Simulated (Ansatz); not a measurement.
Computed with DFT PBE, scalar-relativistic, plane waves, PAW (Ansatz 0.2.0). All cells share a 420 eV cutoff and Γ-centred k meshes spaced at most about 0.3 Å⁻¹ (about 0.25 or finer for metals, 2π included). No spin polarisation.

All energies are static (0 K, no zero-point motion).

Two relaxed structures of InSb₅:

A. Space group P6/mmm (No. 191), hexagonal, a = 6.211 Å, c = 5.612 Å. Around In lie 6 Sb at 3.59 Å and 12 Sb at 4.19 Å; Sb on a site of symmetry mmm has 4 Sb at 3.11 Å and 4 Sb at 3.33 Å; Sb on a site of symmetry -6m2 has 6 Sb at 3.33 Å, 3 In at 3.59 Å and 3 Sb at 3.59 Å.

B. Space group P4/mmm (No. 123), tetragonal, a = 3.162 Å, c = 16.966 Å. In has 4 In at 3.16 Å and 8 Sb at 3.58 Å; around Sb on a site of symmetry 4mm lie 4 Sb at 3.16 Å, 4 Sb at 3.49 Å and 4 Sb at 3.75 Å; Sb on a second site of symmetry 4mm has 4 Sb at 3.16 Å, 4 In at 3.58 Å and 4 Sb at 3.75 Å; around Sb on a site of symmetry 4/mmm lie 4 Sb at 3.16 Å and 8 Sb at 3.49 Å.

Problem. Which form is favoured at zero pressure, and by what margin per atom?

Solution. B is lower, by 47 meV/atom. A has the CaCu5 type, space group P6/mmm (No. 191), 31.2 Å³/atom and no gap on its mesh; B has space group P4/mmm (No. 123), 28.3 Å³/atom and no gap. Counting Sb atoms around In (those within 1.25 times the shortest such distance or 1.15 times the sum of covalent radii, 1.27 where that leaves under three; a plus sign parts nearer from farther groups; the shortest distance is added where it exceeds 1.18 times the sum of covalent radii), A has In 6+12 from 3.6 Å and B has In 8 from 3.6 Å. Even the lower one lies +0.24 eV/atom against the reference forms of the elements (uncorrected), so neither is stable at this level. Both come from invented guesses.

No dispersion correction is applied, so the spacing and binding between layers, chains or molecules are poorly described (P4/mmm), and this can change margins and order among such cells. These runs have no spin–orbit coupling, which can matter for Sb. Cells relaxed within their symmetry can be saddle points.
